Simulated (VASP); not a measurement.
A run of VASP 6.6.1 is set up as follows.

INCAR

```
SYSTEM = Au
ALGO = Normal
EDIFF = 1E-7
ENCUT = 520
GGA = PE
ISIF = 2
ISMEAR = 0
LASPH = .True.
LCHARG = .False.
LREAL = .False.
LWAVE = .False.
NBANDS = 12
NELM = 100
PREC = Accurate
SIGMA = 0.15
```

Contents of KPOINTS:

```
k-points
0
Gamma
  22 22 22
  0 0 0
```

POSCAR

```
Au
1.0
   -1.6572690000      1.6572690000      1.6572690000
    1.6572690000     -1.6572690000      1.6572690000
    1.6572690000      1.6572690000     -1.6572690000
Au
1
Direct
    0.0000000000      0.0000000000      0.0000000000
```

Potentials or basis: VASP PAW PBE potentials, release 64 (Au).

Command:

```bash
$ cat potpaw_PBE.64/Au/POTCAR > POTCAR
$ mpirun -np 1 vasp_std > vasp.out
```

Task: Estimate the pressure.

Result: -1.7 GPa.

Task: Estimate the band gap on the k mesh.

Result: None (metal or under the smearing width).

The run has no spin-orbit coupling, so splittings on Au are missing.
